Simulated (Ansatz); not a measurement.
## Calculated quadrupolar parameters for TaN

The cell is a structure deposited in the COD whose atoms were relaxed with PBE, the cell held.

```yaml
crystal:
  lattice:
    - [5.19600, 0.00000, 0.00000]
    - [-2.59800, 4.49987, 0.00000]
    - [0.00000, 0.00000, 2.91100]
  atoms:
    - { symbol: Ta, position: [0.33333, 0.66667, 0.50000] }
    - { symbol: Ta, position: [0.66667, 0.33333, 0.50000] }
    - { symbol: Ta, position: [0.00000, 0.00000, 0.00000] }
    - { symbol: N, position: [0.39318, 0.00000, 0.00000] }
    - { symbol: N, position: [0.60682, 0.60682, 0.00000] }
    - { symbol: N, position: [0.00000, 0.39318, 0.00000] }
```

Atoms are numbered from 1 in the order listed; like atoms form one site, named after its first atom.

All values are calculated (Ansatz; DFT, r2SCAN, plane waves and PAW, scalar-relativistic, collinear spin, 500 eV cutoff, Γ-centred 10×10×16 k-points, Fermi–Dirac smearing 0.05 eV), not measured. Start moments as typed (μB): 2 on each Ta, none on the rest.

V_zz is the principal component of the electric field gradient with the largest magnitude, η = (V_xx − V_yy)/V_zz and C_Q = eQV_zz/h.

¹⁸¹Ta: I = 7/2, Q = 3170 mb; ¹⁴N: I = 1, Q = 20.44 mb. Q values from Pyykkö, Mol. Phys. 116, 1328 (2018).

| site | atoms (order as listed) | first shell | V_zz (10²¹ V/m²) | η | C_Q (MHz) |
| --- | --- | --- | --- | --- | --- |
| Ta1 | 1, 2 | 6 N at 2.16 Å | -20.4 | 0.00 | -1561 |
| Ta3 | 3 | 3 N at 2.04 Å; also 3 N at 3.15 Å | 14.48 | 0.00 | 1110 |
| N | 4, 5, 6 | 5 Ta at 2.04–2.16 Å | -1.36 | 0.36 | -0.673 |

An axis of threefold or higher order runs through Ta1 and Ta3, so V_zz lies along it and η is zero. At N V_zz points along its shortest bond, to Ta (within 1°).

The program didn't check the stability of this electronic state in full, so a lower one may lie near. With no gap above 0.1 eV, as in a metal, the gradients converge slowly in k; expect changes of a tenth or more on a denser mesh. Without spin–orbit coupling the gradients at and beside Ta can be off by some per cent, at some sites by more. With these PAW files V_zz is typically within 2 to 3 % of all-electron values, but misses above 10 % occur on Ta. The start moments die out, and the run ends without spin.
